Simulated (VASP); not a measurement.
# WS2 (R3m) in VASP: phonons with LDA

Aim: the phonons of WS2 with LDA.

All numbers are computed with VASP 6.6.1; they aren't measurements. Logs are shortened: lines on timing, memory, paths and dates and some standing lists are left out, and cuts for length are marked.

## 1. The structure

The structure is trigonal, space group R3m (No. 160). Conventional cell: a = 3.133 Å, b = 3.133 Å, c = 18.180 Å, α = 90.00°, β = 90.00°, γ = 120.00°. W (site symmetry 3m) has 6 S at 2.39 Å as nearest neighbours. S (site symmetry 3m) has 3 W at 2.39 Å as nearest neighbours. Around S (site symmetry 3m) lie 3 W at 2.39 Å.

Measurements of this composition are mostly on another form, of space group No. 194.

## 2. Phonons, LDA

File POSCAR:

```
WS2
1.0
    1.5665059009      0.9044226037      6.0600270276
   -1.5665059009      0.9044226037      6.0600270276
    0.0000000000     -1.8088452072      6.0600270276
  W               S
     1     2
Direct
     0.0006592023691686    0.0006592023691686    0.0006592023691686
     0.2481450109889097    0.2481450109889097    0.2481450109889097
     0.4198957866419158    0.4198957866419158    0.4198957866419158
```

File INCAR.step1:

```
SYSTEM = WS2
PREC     = Accurate       ! precision mode
ENCUT    = 600            ! plane-wave cutoff, eV
EDIFF    = 1E-8           ! SCF threshold, eV
ISMEAR   = 0              ! smearing method
SIGMA    = 0.03           ! smearing width, eV
LREAL    = .FALSE.        ! projectors in reciprocal space
LASPH    = .TRUE.         ! aspherical terms in the spheres
NELM     = 80             ! most SCF steps
ALGO     = Normal         ! electronic algorithm
ISIF     = 3              ! what is computed and relaxed
LWAVE    = .FALSE.        ! write WAVECAR
LCHARG   = .FALSE.        ! write CHGCAR
KPAR     = 2            
IBRION   = 2              ! ionic algorithm
NSW      = 40             ! ionic steps
EDIFFG   = -0.002         ! ionic threshold
```

File INCAR.step2:

```
SYSTEM = WS2
PREC     = Accurate       ! precision mode
ENCUT    = 600            ! plane-wave cutoff, eV
EDIFF    = 1E-8           ! SCF threshold, eV
ISMEAR   = 0              ! smearing method
SIGMA    = 0.03           ! smearing width, eV
LREAL    = .FALSE.        ! projectors in reciprocal space
LASPH    = .TRUE.         ! aspherical terms in the spheres
NELM     = 80             ! most SCF steps
ALGO     = Normal         ! electronic algorithm
ISIF     = 2              ! what is computed and relaxed
LWAVE    = .FALSE.        ! write WAVECAR
LCHARG   = .FALSE.        ! write CHGCAR
KPAR     = 2            
IBRION   = 6              ! ionic algorithm
NFREE    = 2            
POTIM    = 0.015          ! step
NSW      = 1              ! ionic steps
```

File KPOINTS:

```
regular mesh
0
G
  10 10 10
  0 0 0
```

Potentials or basis: VASP PAW LDA potentials, release 64 (W_sv, S).

Run with:

```sh
cat potpaw_LDA.64/W_sv/POTCAR potpaw_LDA.64/S/POTCAR > POTCAR
cp INCAR.step1 INCAR
mpirun -np 2 vasp_std > vasp.out
cp CONTCAR POSCAR
cp INCAR.step2 INCAR
mpirun -np 2 vasp_std > vasp.out
```

OUTCAR:

```text
SYSTEM = WS2
   PREC = Accurate
   ENCUT = 600
   EDIFF = 1E-8
   ISMEAR = 0
   LREAL = .FALSE.
   LASPH = .TRUE.
   NELM = 80
   ISIF = 2
   IBRION = 6
   NFREE = 2
   POTIM = 0.015
   NSW = 1

 ion  position               nearest neighbor table
   1  0.001  0.001  0.001-   2 2.39   2 2.39   2 2.39   3 2.39   3 2.39   3 2.39
   2  0.248  0.248  0.248-   1 2.39   1 2.39   1 2.39
   3  0.420  0.420  0.420-   1 2.39   1 2.39   1 2.39

  LATTYP: Found a trigonal (rhomboedric) cell.
 ALAT       =     6.3242271116
 COS(alpha) =     0.8772902275

  Lattice vectors:

 A1 = (   1.5665059009,   0.9044226037,   6.0600270276)
 A2 = (  -1.5665059009,   0.9044226037,   6.0600270276)
 A3 = (   0.0000000000,  -1.8088452072,   6.0600270276)

Analysis of symmetry for initial positions (statically):
=====================================================================
 Subroutine PRICEL returns:
 Original cell was already a primitive cell.

 Routine SETGRP: Setting up the symmetry group for a
 trigonal (rhombohedral) supercell.

 Subroutine GETGRP returns: Found  6 space group operations
 (whereof  6 operations were pure point group operations)
 out of a pool of 12 trial point group operations.

The static configuration has the point symmetry C_3v.

Analysis of symmetry for dynamics (positions and initial velocities):
=====================================================================
 Subroutine PRICEL returns:
 Original cell was already a primitive cell.

 Routine SETGRP: Setting up the symmetry group for a
 trigonal (rhombohedral) supercell.

 Subroutine GETGRP returns: Found  6 space group operations
 (whereof  6 operations were pure point group operations)
 out of a pool of 12 trial point group operations.

The dynamic configuration has the point symmetry C_3v.

 Subroutine INISYM returns: Found  6 space group operations
 (whereof  6 operations are pure point group operations),
 and found     1 'primitive' translations

[... 259 lines left out ...]

 number of electron      26.0000000 magnetization

------------------------ aborting loop because EDIFF is reached ----------------------------------------
[... 69 lines left out ...]
--------------------------------------- Ionic step       13  -------------------------------------------

 number of electron      26.0000000 magnetization

 Free energy of the ion-electron system (eV)
  ---------------------------------------------------
  ext. energy  EPLUGINS =         0.00000000
  ---------------------------------------------------
  free energy    TOTEN  =       -26.25767276 eV

  energy without entropy =      -26.25767276  energy(sigma->0) =      -26.25767276

 E-fermi :   8.1445     XC(G=0): -11.4125

 val. band max:        7.8360392934   @ k =   0.5000   0.5000   0.5000
 cond. band min:       8.7567328451   @ k =  -0.2000   0.2000   0.0000
 fundamental gap:      0.9206935518
 Fermi energy:         8.1445079966

 k-point     1 :       0.0000    0.0000    0.0000
  band No.  band energies     occupation
      1     -66.3832      2.00000
      2     -30.9459      2.00000
      3     -30.7314      2.00000
      4     -30.7314      2.00000
      5      -8.0035      2.00000
      6      -5.8579      2.00000
[... 457 lines left out ...]
      4     -30.8277      2.00000
      5      -6.0921      2.00000
      6      -5.4690      2.00000
[... 9 lines left out ...]
     16      10.9961      0.00000
     17      11.8937      0.00000

 [... further k-points ...]

------------------------ aborting loop because EDIFF is reached ----------------------------------------

  FORCE on cell =-STRESS in cart. coord.  units (eV):
  Direction    XX          YY          ZZ          XY          YZ          ZX
  --------------------------------------------------------------------------------------
  -------------------------------------------------------------------------------------
  Total        0.1769722      0.1769722      0.4696036      0.0000000      0.0000000      0.0000000
  in kB        5.5040994      5.5040994     14.6053754      0.0000000      0.0000000      0.0000000
  external PRESSURE =       8.5378581 kB  Pullay stress =       0.0000000 kB
[... 18 lines left out ...]
  FREE ENERGIE OF THE ION-ELECTRON SYSTEM (eV)
  ---------------------------------------------------
  free  energy   TOTEN  =       -26.2576727615 eV

  energy  without entropy=      -26.2576727615  energy(sigma->0) =      -26.25767276

 INTERNAL STRAIN TENSORS FROM DISPLACED ATOMS
 ============================================

 INTERNAL STRAIN TENSOR FOR ION    1 for displacements in x,y,z  (eV/Angst):
          X           Y           Z          XY          YZ          ZX
  --------------------------------------------------------------------------------
  x    -0.00000    -0.00000     0.00000    -7.64118     0.00000     0.05961
  y    -7.64118     7.64118     0.00000     0.00000     0.05961     0.00000
  z    -0.00395    -0.00395     0.01821     0.00000     0.00000     0.00000

 INTERNAL STRAIN TENSOR FOR ION    3 for displacements in x,y,z  (eV/Angst):
          X           Y           Z          XY          YZ          ZX
  --------------------------------------------------------------------------------
  x    -0.00000     0.00000     0.00000     4.00294     0.00000   -15.82808
  y     4.00294    -4.00294    -0.00000    -0.00000   -15.82809     0.00000
  z   -11.69103   -11.69103   -31.07104     0.00000    -0.00000     0.00000

 Eigenvectors and eigenvalues of the dynamical matrix
 ----------------------------------------------------

   1 f  =   13.095537 THz    82.281687 2PiTHz  436.820104 cm-1    54.158766 meV
             X         Y         Z           dx          dy          dz
      0.000000  0.000000  0.011984    -0.000000   -0.000000   -0.506409
      0.000000  0.000000  4.511296     0.000000    0.000000    0.670815
      0.000000  0.000000  7.633739     0.000000    0.000000    0.541809
[... 43 lines left out ...]
   9 f/i=    0.000409 THz     0.002568 2PiTHz    0.013631 cm-1     0.001690 meV
             X         Y         Z           dx          dy          dz
      0.000000  0.000000  0.011984    -0.860888    0.016650    0.000000
      0.000000  0.000000  4.511296    -0.359538    0.006954    0.000000
      0.000000  0.000000  7.633739    -0.359487    0.006953    0.000000

 ELASTIC MODULI CONTR FROM IONIC RELAXATION (kBar)
 Direction    XX          YY          ZZ          XY          YZ          ZX
 --------------------------------------------------------------------------------
 XX        -485.4486   -321.8814  -1072.6296      0.0000     16.4262     -0.0000
 YY        -321.8814   -485.4486  -1072.6296     -0.0000    -16.4262      0.0000
 ZZ       -1072.6296  -1072.6296  -2850.2210     -0.0000     -0.0000      0.0000
 XY           0.0000     -0.0000     -0.0000    -81.7836      0.0000     16.4262
 YZ          16.4262    -16.4262     -0.0000      0.0000  -1454.6454     -0.0000
 ZX          -0.0000      0.0000      0.0000     16.4262     -0.0000  -1454.6448
 --------------------------------------------------------------------------------
```

OUTCAR.step1:

```text
SYSTEM = WS2
   PREC = Accurate
   ENCUT = 600
   EDIFF = 1E-8
   ISMEAR = 0
   LREAL = .FALSE.
   LASPH = .TRUE.
[... 711 lines left out ...]
      0.00000      0.00000      4.51130         0.000000     -0.000000     -0.001293
      0.00000      0.00000      7.63374         0.000000      0.000000      0.001920
 -----------------------------------------------------------------------------------
    total drift:                                0.000000      0.000000      0.000001

  FREE ENERGIE OF THE ION-ELECTRON SYSTEM (eV)
  ---------------------------------------------------
  free  energy   TOTEN  =       -26.2598354569 eV

  energy  without entropy=      -26.2598354569  energy(sigma->0) =      -26.25983546

 reached required accuracy - stopping structural energy minimisation
```

Run time: 62 min. Hardware: 2 MPI ranks of AMD EPYC 9R45 (Zen 5), shared host; peak memory 0.94 GiB.

What came out:

```yaml
Highest_phonon_frequency_at_Γ_LO-TO_splitting_left_out: 437 cm⁻¹
```

Phonon frequencies in cm⁻¹ (negative: imaginary):
| q point | frequencies |
| --- | --- |
| (0.000, 0.000, 0.000) | 0 0 0 301 301 357 357 423 437 |

Spin-orbit coupling is left out, which matters for the levels of W.
